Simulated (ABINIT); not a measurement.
# Si (Fd-3m) in ABINIT: notebook, part 2 of 2

ABINIT 10.8.3 (patched build). The steps go on from the part before.

### 3 Equation of state, BP86+D2

Input file run.abi:

```
# Datasets: one volume each
ndtset 7
getwfk -1
scalecart1 3*0.9795861087
scalecart2 3*0.9864848297
scalecart3 3*0.9932883884
scalecart4 3*1.0000000000
scalecart5 3*1.0066227096
scalecart6 3*1.0131594038
scalecart7 3*1.0196128224

# Pseudopotentials
pp_dirpath "./"
pseudos "Si.GGA_PBE-JTH.xml"

# Structure
acell 3*1.0
rprim
     0.0000000000     5.1435532945     5.1435532945
     5.1435532945     0.0000000000     5.1435532945
     5.1435532945     5.1435532945     0.0000000000
ntypat 1
znucl 14
natom 2
typat 1 1
xred
     0.5000000000     0.5000000000     0.5000000000
     0.7500000000     0.7500000000     0.7500000000

# Plane-wave basis
ecut 15.0
pawecutdg 30.0

# k points
kptopt 1
ngkpt 8 8 8
nshiftk 1
shiftk 0.0 0.0 0.0

# Exchange and correlation
ixc -106132
vdw_xc 5

# Bands and occupations
nband 8
occopt 3
tsmear 0.05 eV

# SCF cycle
nstep 100
tolvrs 1.0e-9

# Output
iomode 3
prtwf 1
prtden 0
prteig 0
prtebands 0
```

Potentials or basis: JTH PAW PBE v2.0.

Started as:

```bash
$ abinit run.abi > log 2>&1
```

run.abo:

```text
.Version 10.8.3 of ABINIT
 DATASET    1 : space group Fd -3 m (#227); Bravais cF (face-center cubic)
================================================================================
 Values of the parameters that define the memory need for DATASET  1.
     intxc =       0    ionmov =       0      iscf =      17    lmnmax =       8
     lnmax =       4     mgfft =      27  mpssoang =       2    mqgrid =    3001
     natom =       2  nloc_mem =       2    nspden =       1   nspinor =       1
    nsppol =       1      nsym =      48    n1xccc =       1    ntypat =       1
    occopt =       3   xclevel =       2
       mpw =         718          nfft =       19683          nkpt =          29
 PAW method is used; the additional fine FFT grid is defined by:
   mgfftf=        36    nfftf =     46656
================================================================================
================================================================================
[... 71 lines left out ...]
 DATASET    7 : space group Fd -3 m (#227); Bravais cF (face-center cubic)
================================================================================
 Values of the parameters that define the memory need for DATASET  7.
     intxc =       0    ionmov =       0      iscf =      17    lmnmax =       8
     lnmax =       4     mgfft =      27  mpssoang =       2    mqgrid =    3001
     natom =       2  nloc_mem =       2    nspden =       1   nspinor =       1
    nsppol =       1      nsym =      48    n1xccc =       1    ntypat =       1
    occopt =       3   xclevel =       2
       mpw =         817          nfft =       19683          nkpt =          29
 PAW method is used; the additional fine FFT grid is defined by:
   mgfftf=        40    nfftf =     64000
================================================================================
================================================================================

--------------------------------------------------------------------------------
------------- Echo of variables that govern the present computation ------------
--------------------------------------------------------------------------------
 -outvars: echo values of preprocessed input variables --------
            acell      1.0000000000E+00  1.0000000000E+00  1.0000000000E+00 Bohr
              amu      2.80855000E+01
             ecut      1.50000000E+01 Hartree
           getwfk          -1
              ixc     -106132
           jdtset        1    2    3    4    5    6    7
[... 1045 lines left out ...]
  e.g. ecut=   36.342743 Hartrees makes boxcut=2

--------------------------------------------------------------------------------

-inwffil : will read wavefunctions from disk file runo_DS5_WFK.nc

================================================================================
[... 317 lines left out ...]
-Cartesian components of stress tensor (GPa)         [Pressure= -6.6740E+00 GPa]
- sigma(1 1)=  6.67396569E+00  sigma(3 2)=  0.00000000E+00
- sigma(2 2)=  6.67396569E+00  sigma(3 1)=  0.00000000E+00
- sigma(3 3)=  6.67396569E+00  sigma(2 1)=  0.00000000E+00

== END DATASET(S) ==============================================================
================================================================================

 -outvars: echo values of variables after computation  --------
            acell      1.0000000000E+00  1.0000000000E+00  1.0000000000E+00 Bohr
           etotal1    -7.9884451793E+00
           etotal2    -7.9890043519E+00
           etotal3    -7.9891456202E+00
           etotal4    -7.9889151468E+00
           etotal5    -7.9883552277E+00
           etotal6    -7.9875018544E+00
           etotal7    -7.9863910260E+00
            fcart1    -3.3400524820E-30  3.3400524820E-30  3.3400524820E-30
                       3.3400524820E-30 -3.3400524820E-30 -3.3400524820E-30
            fcart2     3.3166947075E-30  9.9500841226E-30 -9.9500841226E-30
                      -3.3166947075E-30 -9.9500841226E-30  9.9500841226E-30
            fcart3    -1.6469884537E-30 -1.6469884537E-30  8.2349422684E-30
                       1.6469884537E-30  1.6469884537E-30 -8.2349422684E-30
            fcart4     9.8156070412E-30 -3.2718690137E-30  3.2718690137E-30
                      -9.8156070412E-30  3.2718690137E-30 -3.2718690137E-30
            fcart5    -1.0401097396E-28  1.0401097396E-28  1.0401097396E-28
                       1.0401097396E-28 -1.0401097396E-28 -1.0401097396E-28
[... 38 lines left out ...]
                       0.0000000000E+00  0.0000000000E+00  0.0000000000E+00
           xangst1     2.6662876104E+00  2.6662876104E+00  2.6662876104E+00
                       3.9994314157E+00  3.9994314157E+00  3.9994314157E+00
           xangst2     2.6850649024E+00  2.6850649024E+00  2.6850649024E+00
                       4.0275973536E+00  4.0275973536E+00  4.0275973536E+00
           xangst3     2.7035831767E+00  2.7035831767E+00  2.7035831767E+00
                       4.0553747650E+00  4.0553747650E+00  4.0553747650E+00
           xangst4     2.7218511847E+00  2.7218511847E+00  2.7218511847E+00
                       4.0827767770E+00  4.0827767770E+00  4.0827767770E+00
           xangst5     2.7398772146E+00  2.7398772146E+00  2.7398772146E+00
                       4.1098158220E+00  4.1098158220E+00  4.1098158220E+00
           xangst6     2.7576691235E+00  2.7576691235E+00  2.7576691235E+00
                       4.1365036852E+00  4.1365036852E+00  4.1365036852E+00
           xangst7     2.7752343686E+00  2.7752343686E+00  2.7752343686E+00
                       4.1628515528E+00  4.1628515528E+00  4.1628515528E+00
             xred      5.0000000000E-01  5.0000000000E-01  5.0000000000E-01
                       7.5000000000E-01  7.5000000000E-01  7.5000000000E-01
 Calculation completed.
```

Wall time 32 s (1 thread of Intel Xeon 6975P-C (Granite Rapids), shared host); peak memory 0.12 GiB.

Results:

| Property | Result |
| --- | --- |
| Equilibrium volume | 19.71 Å³/atom |
| Bulk modulus | 100 GPa |
| Pressure derivative of the bulk modulus | 4.9 |

Energy against volume, from the lowest point:
```csv
volume (Å³/atom),energy (meV/atom)
18.955,9.53
19.358,1.92
19.761,0.00
20.165,3.14
20.568,10.75
20.971,22.36
21.375,37.48
```

Caveat: pressures at fixed basis lie under the slope of the energies; the PAW data sets were made with another functional, which shifts forces and pressure a little.

### 4 Band structure, LDA-Teter

Input file run.abi:

```
# Datasets: ground state, then fixed potential
ndtset 2

# Pseudopotentials
pp_dirpath "./"
pseudos "Si.upf"

# Structure
acell 3*1.0 Angstrom
rprim
     0.0000000000     2.7218511865     2.7218511865
     2.7218511865     0.0000000000     2.7218511865
     2.7218511865     2.7218511865     0.0000000000
ntypat 1
znucl 14
natom 2
typat 1 1
xred
     0.5000000000     0.5000000000     0.5000000000
     0.7500000000     0.7500000000     0.7500000000

# Plane-wave basis
ecut 435.382180 eV

# Exchange and correlation
ixc 1

# Bands and occupations
occopt 3
tsmear 0.05 eV

# SCF cycle
nstep 100

# Output
iomode 3
prtwf 0
prteig 0
prtebands 0
enunit 2
prtden1 1

# Dataset 1
kptopt1 1
ngkpt1 8 8 8
nshiftk1 1
shiftk1 0.0 0.0 0.0
nband1 8
tolvrs1 1.0e-10

# Dataset 2: bands along G-X-W-K-G-L-U-W-L-K
iscf2 -2
getden2 1
nband2 12
nbdbuf2 2
tolwfr2 1.0e-12
kptopt2 -9
ndivsm2 6
prteig2 1
kptbounds2
     0.0000000000     0.0000000000     0.0000000000
     0.5000000000     0.0000000000     0.5000000000
     0.5000000000     0.2500000000     0.7500000000
     0.3750000000     0.3750000000     0.7500000000
     0.0000000000     0.0000000000     0.0000000000
     0.5000000000     0.5000000000     0.5000000000
     0.6250000000     0.2500000000     0.6250000000
     0.5000000000     0.2500000000     0.7500000000
     0.5000000000     0.5000000000     0.5000000000
     0.3750000000     0.3750000000     0.7500000000
```

Potentials or basis: PseudoDojo NC SR LDA v0.4.1 standard.

Started as:

```bash
$ abinit run.abi > log 2>&1
```

Wall time 14 s (1 thread of Intel Xeon 6975P-C (Granite Rapids), shared host); peak memory 0.11 GiB.

It converged, with:

```
Free energy                                           : -231.9019 eV
Pressure                                              : -2.4 GPa
Band gap on the k mesh                                : 0.54 eV, indirect (least direct gap 2.53 eV)
Band gap along the path                               : 0.49 eV, indirect (least direct gap 2.53 eV)
Valence electrons inside the program's atomic spheres : Si 1.81, 1.77 (radii [1.0584] Å)
```

Levels at the corners of the path, in eV from the valence-band top:
| point | band 2 | band 3 | band 4 | band 5 | band 6 | band 7 |
| --- | --- | --- | --- | --- | --- | --- |
| Γ | 0.00 | 0.00 | 0.00 | 2.53 | 2.53 | 2.53 |
| X | -7.80 | -2.83 | -2.83 | 0.63 | 0.63 | 9.91 |
| W | -7.64 | -3.84 | -3.84 | 4.19 | 4.19 | 4.90 |
| K | -7.21 | -4.29 | -2.41 | 1.12 | 4.05 | 7.37 |
| Γ | 0.00 | 0.00 | 0.00 | 2.53 | 2.53 | 2.53 |
| L | -6.96 | -1.19 | -1.19 | 1.39 | 3.31 | 3.31 |
| U | -7.21 | -4.29 | -2.41 | 1.12 | 4.05 | 7.37 |
| W | -7.64 | -3.84 | -3.84 | 4.19 | 4.19 | 4.90 |
| L | -6.96 | -1.19 | -1.19 | 1.39 | 3.31 | 3.31 |
| K | -7.21 | -4.29 | -2.41 | 1.12 | 4.05 | 7.37 |

### 5 Summary

```tsv
task	level	potentials or basis	cutoff (eV)	fine-grid cutoff	gap on the mesh (eV)	pressure (GPa)
band structure	BP86	PseudoDojo NC SR PBE v0.4.1 standard	490	-	0.68	2.3
equation of state	BP86+D2	JTH PAW PBE v2.0	408	816.342 eV	-	-
band structure	LDA-Teter	PseudoDojo NC SR LDA v0.4.1 standard	435	-	0.54	-2.4
```

Alike in all rows: no spin polarisation; cell as given; k mesh 8 × 8 × 8; smearing fermi-dirac 0.05 eV.

Caveats: the potentials were made for another functional, which shifts forces and pressure (some runs); pressures at fixed basis lie under the slope of the energies (some runs); the PAW data sets were made with another functional, which shifts forces and pressure a little (some runs).

Total energies depend on the potentials used, so only differences within one code and one set of settings carry meaning.
